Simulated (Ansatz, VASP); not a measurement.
# AlGa2P3: VASP beside Ansatz, part 2 of 2

One calculation is typed for both programs; each brings its own data sets. How far apart do they land? The cell is taken from a series of runs on this material, whose earlier steps may have relaxed, scaled, displaced or heated it; both programs get it as it stands.

VASP 6.6.1 and Ansatz 0.2.0.

So far. Step 2 (VASP: single point, PBEsol, spin-orbit coupling): The run ends at a pressure of -0.06 GPa, with forces up to 0.014 eV/Å.

## Step 3: Ansatz: single point, PBEsol, spin-orbit coupling

Level of this step: Ansatz beside VASP: Kohn-Sham DFT, plane waves, PBEsol, spin-orbit coupling (Ansatz).

Ansatz runs on its PAW fully relativistic soft_1 files.

The same cell, functional and mesh now go to Ansatz, which takes its cutoff from its data sets.

input.yaml reads:

```yaml
crystal:
  lattice:
    - [3.8581021369, 0.0, 0.0]
    - [0.0, 3.8580987422, 0.0]
    - [0.0, 0.0, 16.316207558]
  atoms:
    - { symbol: Ga, position: [0.0, 0.0, 0.0425828698] }
    - { symbol: P, position: [0.5, 0.0, 0.1256428805] }
    - { symbol: Ga, position: [0.5, 0.5, 0.2086368141] }
    - { symbol: P, position: [0.0, 0.5, 0.2916512552] }
    - { symbol: Ga, position: [0.0, 0.0, 0.3746657427] }
    - { symbol: P, position: [0.5, 0.0, 0.4576593711] }
    - { symbol: Ga, position: [0.5, 0.5, 0.5407205235] }
    - { symbol: P, position: [0.0, 0.5, 0.6240758724] }
    - { symbol: Al, position: [0.0, 0.0, 0.7077216143] }
    - { symbol: P, position: [0.5, 0.0, 0.791651489] }
    - { symbol: Al, position: [0.5, 0.5, 0.8755810682] }
    - { symbol: P, position: [0.0, 0.5, 0.9592270326] }
kpoints:
  mp_grid: { grid: [6, 6, 2] }
  band_path:
    path:
      - [0.0, 0.0, 0.0]
      - [0.0, 0.5, 0.0]
      - [0.5, 0.5, 0.0]
      - [0.0, 0.0, 0.5]
      - [0.0, 0.5, 0.5]
      - [0.5, 0.5, 0.5]
    npoints: 1
hamiltonian:
  xc: pbesol
  pseudopotentials: { kind: paw_fr, azcp: { folder: soft_1 }, xc_functional: pbe }
scf:
  occupations: { method: fixed }
  n_extra_bands: 16
magnetization:
  noncollinear: true
  spin_orbit: true
output:
  eigenvalues: true
  forces: true
  stress: true
```

Command:

```bash
> ansatz run input.yaml --threads 3 --pin off --max-ram 92160MiB --backend cuda --events-out ev --progress --plain --runs-dir out --devices 1 --max-vram 13GiB
```

What it wrote:

```text
Warning: the atoms were moved onto the symmetric positions of the space group found under crystal.symmetry.tolerance 1.0e-5 (fractional; no operation is sought that the atoms, as they stand in a round, miss by more than twice it, and no atom is moved by as much as it), and the run uses the moved positions. Before a round's move an operation carried an atom to 1.04e-5 Å from where it should land, the largest such dist [...]
scf.n_extra_bands = 16 over 88 filled bands (N_el = 88.0): the run solves 104 bands
GPUs: using 1 of 1 available (devices: 1).
Engine: ansatz 0.2.0, x86_64-unknown-linux-gnu
Pseudopotentials: kind: paw_fr
Pseudopotential: Ga, paw, valence charge 13, recommended cutoff 420 eV (normal), soft_1/Ga.paw.azcp
Pseudopotential: P, paw, valence charge 5, recommended cutoff 420 eV (normal), soft_1/P.paw.azcp
Pseudopotential: Al, paw, valence charge 3, recommended cutoff 420 eV (normal), soft_1/Al.paw.azcp
Functional definition: PBEsol
  exchange = pbesol_x
  correlation = pbesol_c
non-collinear run that drives no moment, with spin-orbit: no starting moment large enough to seed its density (crystal.atoms[].spin), no starting occupations that ask for one, no magnetisation constraint and no magnetic field, so the semilocal B_xc is pinned to zero
device memory: the entry about to start is reckoned to put 7.2 GiB on a device that reports 34.0 GiB free (of which the cap on the GPU budget leaves the run 13.0 GiB)
GPU FFT provider: cuFFT
GPU libraries: cuBLAS 13.8.2, cuFFT 12.4.0, cuSOLVER 12.3.4
Crystal: 12 atoms, lattice volume = 242.866 Å³
Basis set: ecut = 420 eV, 4775 PW (Γ), exchange–correlation on 54×54×240 points (8 copies of the dense FFT grid, shifted against one another)
Bands: 104, of which v1, the nominal top of the filled ones, is band 88 counted from 1 (87 counted from 0)
Symmetry: 8 space group operations + 8 with time reversal
[...]
SCF iter   3: F=—  HF=-20468.014465 eV  |F-HF|=—  |Δ(HF+E_count)|=   5.95e-1  Δρ=4.34e-3  dr2=4.94e-2  dr2_m=0.00e0 (ungated)  ethr=2.54e-3  |M|=0.00e0 ∫|m|=0.00e0 μB  |m|>n=0.0e0 m-floor=0.0e0 τ_xc=0.0e0  β_m=0.64  ⟨swp⟩=2.0  Hψ=2806  notcnv=0  defer=224
SCF iter   4: F=—  HF=-20467.997505 eV  |F-HF|=—  |Δ(HF+E_count)|=   1.70e-2  Δρ=1.89e-3  dr2=1.21e-2  dr2_m=0.00e0 (ungated)  ethr=5.61e-5  |M|=0.00e0 ∫|m|=0.00e0 μB  |m|>n=0.0e0 m-floor=0.0e0 τ_xc=0.0e0  β_m=0.62  ⟨swp⟩=3.4  Hψ=3982  notcnv=0  defer=240
SCF iter   5: F=—  HF=-20467.997566 eV  |F-HF|=—  |Δ(HF+E_count)|=   6.18e-5  Δρ=9.46e-4  dr2=2.05e-3  dr2_m=0.00e0 (ungated)  ethr=1.38e-5  |M|=0.00e0 ∫|m|=0.00e0 μB  |m|>n=0.0e0 m-floor=0.0e0 τ_xc=0.0e0  β_m=0.81  ⟨swp⟩=2.6  Hψ=3766  notcnv=0  defer=240
SCF iter   6: F=—  HF=-20467.999016 eV  |F-HF|=—  |Δ(HF+E_count)|=   1.45e-3  Δρ=1.32e-4  dr2=5.47e-5  dr2_m=0.00e0 (ungated)  ethr=2.33e-6  |M|=0.00e0 ∫|m|=0.00e0 μB  |m|>n=0.0e0 m-floor=0.0e0 τ_xc=0.0e0  β_m=0.83  ⟨swp⟩=2.3  Hψ=3160  notcnv=0  defer=240
SCF iter   7: F=—  HF=-20467.999041 eV  |F-HF|=—  |Δ(HF+E_count)|=   2.56e-5  Δρ=3.62e-5  dr2=2.47e-6  dr2_m=0.00e0 (ungated)  ethr=6.21e-8  |M|=0.00e0 ∫|m|=0.00e0 μB  |m|>n=0.0e0 m-floor=0.0e0 τ_xc=0.0e0  β_m=0.91  ⟨swp⟩=2.2  Hψ=3453  notcnv=0  defer=240
SCF iter   8: F=—  HF=-20467.999046 eV  |F-HF|=—  |Δ(HF+E_count)|=   4.39e-6  Δρ=1.64e-5  dr2=6.61e-7  dr2_m=0.00e0 (ungated)  ethr=2.81e-9  |M|=0.00e0 ∫|m|=0.00e0 μB  |m|>n=0.0e0 m-floor=0.0e0 τ_xc=0.0e0  β_m=0.90  ⟨swp⟩=2.0  Hψ=3654  notcnv=0  defer=240
SCF iter   9: F=—  HF=-20467.999046 eV  |F-HF|=—  |Δ(HF+E_count)|=   8.13e-8  Δρ=9.58e-6  dr2=1.73e-7  dr2_m=0.00e0 (ungated)  ethr=7.51e-10  |M|=0.00e0 ∫|m|=0.00e0 μB  |m|>n=0.0e0 m-floor=0.0e0 τ_xc=0.0e0  β_m=0.75  ⟨swp⟩=2.0  Hψ=3654  notcnv=0  defer=240
SCF iter  10: F=-20467.999045 eV  HF=-20467.999045 eV  |F-HF|=7.56e-9  |Δ(HF+E_count)|=   1.43e-7  Δρ=1.56e-6  dr2=1.70e-8  dr2_m=0.00e0 (ungated)  ethr=1.14e-10  |M|=0.00e0 ∫|m|=0.00e0 μB  |m|>n=0.0e0 m-floor=0.0e0 τ_xc=0.0e0  ⟨swp⟩=17.1  Hψ=12071  notcnv=0
SCF 1 converged in 10 iterations: F = -20467.999045 eV  dr2 = 1.70e-8
  greatest PAW one-centre occupation: 0.994 electrons in one spin orbital (limit 2), on the Ga atom at site 0 (counted from 0), in its partial waves of l = 2
device memory: the entry about to start is reckoned to put 4.5 GiB on a device that reports 34.5 GiB free (of which the cap on the GPU budget leaves the run 13.0 GiB)
NSCF: frozen V_eff on 6 k-points
SCF converged after 10 iterations
Magnetization: |M| = 0.0000 μB,  M = (+0.0000, +0.0000, +0.0000) μB
Absolute magnetization: 0.0000 μB (∫|m|)
  site 0: m = (+0.0000, +0.0000, +0.0000) μB, |m| = 0.0000 μB  (R = 0.97 Å)
  site 1: m = (+0.0000, +0.0000, +0.0000) μB, |m| = 0.0000 μB  (R = 0.97 Å)
  site 2: m = (+0.0000, +0.0000, +0.0000) μB, |m| = 0.0000 μB  (R = 0.97 Å)
  site 3: m = (+0.0000, +0.0000, +0.0000) μB, |m| = 0.0000 μB  (R = 0.97 Å)
  site 4: m = (+0.0000, +0.0000, +0.0000) μB, |m| = 0.0000 μB  (R = 0.97 Å)
  site 5: m = (+0.0000, +0.0000, +0.0000) μB, |m| = 0.0000 μB  (R = 0.97 Å)
  site 6: m = (+0.0000, +0.0000, +0.0000) μB, |m| = 0.0000 μB  (R = 0.97 Å)
  site 7: m = (+0.0000, +0.0000, +0.0000) μB, |m| = 0.0000 μB  (R = 0.97 Å)
  site 8: m = (+0.0000, +0.0000, +0.0000) μB, |m| = 0.0000 μB  (R = 0.97 Å)
  site 9: m = (+0.0000, +0.0000, +0.0000) μB, |m| = 0.0000 μB  (R = 0.98 Å)
  site 10: m = (+0.0000, +0.0000, +0.0000) μB, |m| = 0.0000 μB  (R = 0.97 Å)
  site 11: m = (+0.0000, +0.0000, +0.0000) μB, |m| = 0.0000 μB  (R = 0.97 Å)
Free energy (F): -20467.999045 eV
Harris-Foulkes:  -20467.999045 eV  (|F-HF|=7.56e-9)
Internal energy: -20467.999045 eV  (E = F + TS)
E sigma→0 (E₀):  -20467.999045 eV
Fermi energy:    6.376106 eV
--- Per-component energies (eV) ---
  E_band       = -252.950758
  E_kinetic    = 906.718691
  E_local      = -10266.413879  (includes V_loc(G=0)·N_el)
  E_nonlocal   = -149.990665
  E_hartree    = 5796.576360
  E_xc         = -759.891930
  E_vxc        = -650.362076  (∫ρ·V_xc dr)
  E_paw        = -11984.493996  (= ΣΔE_a)
  E_vpaw       = -1686.047512  (= ΣTr[D̂ρ^β])
  E_aug_tail   = -0.000817  (compensation charges beyond the density's cutoff)
  E_ewald      = -4014.280914
  E_core_change = 3.778105  (= ΣΔE_core)
  E_smearing   = -0.000000  (= −TS)
  E_closure    = -0.000000  (closes the sum)
  Σ components = -20467.999045   (vs F -20467.999045, Δ=0.00e0)
--- Forces (eV/Å), atoms counted from 1 ---
  atom   1  Ga    -0.00000000     0.00000000     0.00104392
  atom   2  P     -0.00000000     0.00000000    -0.00055448
  atom   3  Ga    -0.00000000     0.00000000    -0.00050576
  atom   4  P     -0.00000000     0.00000000     0.00000000
  atom   5  Ga    -0.00000000     0.00000000     0.00050576
  atom   6  P     -0.00000000     0.00000000     0.00055448
  atom   7  Ga    -0.00000000     0.00000000    -0.00104392
  atom   8  P     -0.00000000    -0.00000000    -0.00211228
  atom   9  Al     0.00000000    -0.00000000     0.00295401
  atom  10  P     -0.00000000    -0.00000000     0.00000000
  atom  11  Al     0.00000000     0.00000000    -0.00295401
  atom  12  P     -0.00000000     0.00000000     0.00211228
  max |Σ_I F_I| component: 8.16e-16 eV/Å
--- Stress (GPa, compression-positive) ---
       -0.048720       0.000000       0.000000
        0.000000      -0.048720       0.000000
        0.000000       0.000000       0.023427
  P = ⅓ Tr σ = -0.0247 GPa (-0.247 kbar)
--- Band table (eV; the first three rows and the last of 20) ---
  k-point 0: bands = [... 84 lower, 6.3751, 6.3751, 6.3761, 6.3761, 7.7400, 7.7400, 8.0733, 8.0733, ... 12 higher]
  k-point 1: bands = [... 84 lower, 6.1341, 6.1341, 6.1754, 6.1754, 7.7236, 7.7236, 7.9969, 7.9969, ... 12 higher]
  k-point 2: bands = [... 84 lower, 5.7842, 5.7946, 6.2548, 6.2576, 8.1673, 8.1677, 8.6701, 8.6711, ... 12 higher]
  k-point 19: bands = [... 84 lower, 3.6051, 3.6051, 3.6438, 3.6438, 8.1136, 8.1136, 8.2499, 8.2499, ... 12 higher]
```

## Step 4: Comparison

Known differences besides the potentials themselves: spin-orbit coupling enters by fully relativistic files in Ansatz and inside the spheres in VASP; fixed occupations in Ansatz, narrow Gaussian smearing in VASP; the cutoff is 420 eV in Ansatz and 500 eV in VASP; Ansatz makes its cores anew for this functional, VASP keeps those of its PBE data sets. Total energies have different zeros and are not compared.

Both answers:

| quantity | Ansatz | VASP | difference |
| --- | --- | --- | --- |
| pressure (GPa) | -0.02 | -0.06 | +0.03 |
| gap on the k mesh (eV) | 1.348 | 1.347 | +0.001 |

At this near-relaxed geometry the largest component of a force difference is 12 meV/Å. A gap on the mesh is an upper bound, since the band edges may lie between its points.

## Step 5: Summary of results

* difference in gap on the k mesh (single point, PBEsol, spin-orbit coupling): 5.2e-4 eV

**Reading.** The difference in gap on the k mesh is 5.2e-4 eV (single point, PBEsol, spin-orbit coupling), within the 0.08 eV picked in this series as the mark of a large difference. Such differences can come from data sets, numerical settings and the points named under the comparisons, not from the functional's error against experiment.

[Lines on the potential files, build, host, timing and source positions are cut from VASP's logs without a mark.]

[Logs are printed without paths, hosts, clocks, repeated set-up lines and the standing remarks that a program may print on its own settings, such as how far it seeks lower states.]

[Hosts, paths, dates, database ids (printed as entryN), source tags and the programs' standing remarks are cut or masked in the printed files.]
